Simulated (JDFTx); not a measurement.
Ga under changes of volume

One of the cells (17.718 Å³/atom); the others are scaled copies at fixed shape and fractional positions:

```
Ga
1.0
    -1.38440    1.38440    2.31122
     1.38440   -1.38440    2.31122
     1.38440    1.38440   -2.31122
Ga
1
Direct
  0.00000 0.00000 0.00000
```

This isn't the form of Ga at room conditions, which is orthorhombic.

| Quantity | Value |
| --- | --- |
| Program | JDFTx 1.7.0 (patched build) |
| Functional | PBE |
| Potentials or basis | PseudoDojo-SR-PBE-0.5-standard |
| Cutoff | 1088 eV |
| Density cutoff | 4354 eV |
| k mesh | 13 × 13 × 13 |
| Occupations | fermi-dirac, width 0.05 eV |
| Spin | no spin polarisation |

| volume (Å³/atom) | energy over the lowest point (meV/atom) | pressure (GPa) |
| --- | --- | --- |
| 16.655 | 50.27 | 8.4 |
| 17.010 | 33.55 | 6.6 |
| 17.364 | 20.69 | 4.9 |
| 17.718 | 11.28 | 3.5 |
| 18.073 | ? | ? |
| 18.427 | 1.32 | 1.1 |
| 18.781 | 0.00 | 0.1 |

What does the run at 18.073 Å³/atom give?

Energy over the lowest point 4.95 meV/atom; pressure 2.2 GPa.

Worked out: A Birch-Murnaghan fit of order 3 (a polynomial in V^(-2/3)) to the other rows has its minimum at 18.81 Å³/atom, just outside them, with B0 = V·E''(V) = 50 GPa and B' = 5.5 at fixed shape and positions, which overstates the stiffness. It gives 4.94 meV/atom at 18.073 Å³/atom, against the run's 4.95, and -dE/dV = 2.2 GPa, against 2.2.

Energies are extrapolated to zero smearing.
